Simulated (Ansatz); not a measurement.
The system is Ag.

```
CELL_PARAMETERS angstrom
0.00000 2.04275 2.04275
2.04275 0.00000 2.04275
2.04275 2.04275 0.00000
ATOMIC_POSITIONS crystal
Ag 0.00000 0.00000 0.00000
```

```yaml
Program: Ansatz 0.2.0
Task: relaxation of cell and atoms
Functional: revPBE
Potentials_or_basis: Ansatz PAW
Cutoff: "420 eV (not typed: the program's choice for these potentials)"
k_mesh: 11 × 11 × 11
Occupations: fermi-dirac, width 0.05 eV
Spin: no spin polarisation
```

At the start: volume 17.05 Å³/atom.

Where does the relaxation end?

It ends after 6 steps and the volume is 18.41 Å³/atom (+8.0 %); space group Fm-3m (No. 225, to 0.05 Å).

Step by step:
```tsv
step	energy change (eV)	largest force (eV/Å)	volume (Å³)
1	0.0000	0.0000	17.05
2	-0.0202	0.0000	19.22
3	-0.0277	0.0000	18.56
4	-0.0281	0.0000	18.40
5	-0.0281	0.0000	18.41
6	-0.0285	0.0000	18.41
```

Final structure:
```
Ag
1.0
     0.00000    2.09588    2.09588
     2.09588    0.00000    2.09588
     2.09588    2.09588    0.00000
Ag
1
Direct
  0.00000 0.00000 0.00000
```

Caveat: the plane-wave basis is chosen anew once the cell has moved, so the energies of steps on either side of that aren't comparable; the PAW data sets come from PBE, with cores solved anew for the run's functional, which leaves a small shift of forces and pressure.
